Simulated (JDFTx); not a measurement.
SiC (Moissanite):

```
Si C
1.0
     3.07600    0.00000    0.00000
    -1.53800    2.66389    0.00000
     0.00000    0.00000    5.04800
Si C
2 2
Direct
  0.66667 0.33333 0.50000
  0.33333 0.66667 0.00000
  0.66667 0.33333 0.88500
  0.33333 0.66667 0.38500
```

Program: JDFTx 1.7.0 (patched build). Alike in all runs: task single point; no spin polarisation; cell as given.

Question: Order these runs on this cell by their pressure, lowest first.
A. level PBE; potentials or basis PseudoDojo-SR-PBE-0.5-standard with smoothed tails; k mesh 5 × 5 × 2; cutoff (eV) 1116; smearing fermi-dirac 0.05 eV; local potential set to -Z/r beyond 6 bohr; pseudo rcut 6; mesh quality coarse
B. level r2SCAN; potentials or basis SG15-PBE-1.2; k mesh 10 × 10 × 5; cutoff (eV) 1088; smearing fermi-dirac 0.05 eV; mesh quality not flagged
C. level BLYP; potentials or basis PseudoDojo-SR-PBE-0.5-standard with smoothed tails; k mesh 10 × 10 × 5; cutoff (eV) 1116; smearing gaussian 0.05 eV; local potential set to -Z/r beyond 6 bohr; pseudo rcut 6; mesh quality not flagged
D. level LDA; potentials or basis PseudoDojo-SR-LDA-0.4.1-standard with smoothed tails; k mesh 10 × 10 × 5; cutoff (eV) 1116; smearing fermi-dirac 0.05 eV; local potential set to -Z/r beyond 6 bohr; pseudo rcut 6; mesh quality not flagged

Answer: D (-4.5 GPa), B (1.6 GPa), A (3.8 GPa), C (10.2 GPa).

Caveats: some runs use coarse meshes; the potentials were made for another functional, which shifts forces and pressure (some runs).

Not every run made on this cell is shown here.
